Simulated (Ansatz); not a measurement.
MgO: zone-centre modes at 5 GPa

Theory: Ansatz 0.2.0, DFT PBEsol, scalar-relativistic, plane waves, PAW. Settings: 420 eV plane-wave cutoff, Γ-centred 10×10×10 mesh, fixed occupations. No spin polarisation. Phonons by linear response, acoustic sum rule imposed.

The cell, relaxed at 5 GPa:
```yaml
crystal:
  lattice:
    - [0.00000, 2.08623, 2.08623]
    - [2.08623, 0.00000, 2.08623]
    - [2.08623, 2.08623, 0.00000]
  atoms:
    - { symbol: Mg, position: [0.00000, 0.00000, 0.00000] }
    - { symbol: O, position: [0.50000, 0.50000, 0.50000] }
```

Question: Is this structure stable against zone-centre distortions?

Answer: Yes, at Γ: no optical mode is imaginary. Strains and other wave vectors aren't tested by this run.

Question: List the optical modes at Γ without the LO field (i marks imaginary ones).

Answer:
| frequency (cm⁻¹) | degeneracy | IR intensity of the level ((D/Å)²/amu) |
| --- | --- | --- |
| 415 | 3 | 27.77 |

Cost: 1 run of about 0.11 core-minutes, on Intel Xeon Platinum 8488C (Sapphire Rapids) (shared hosts).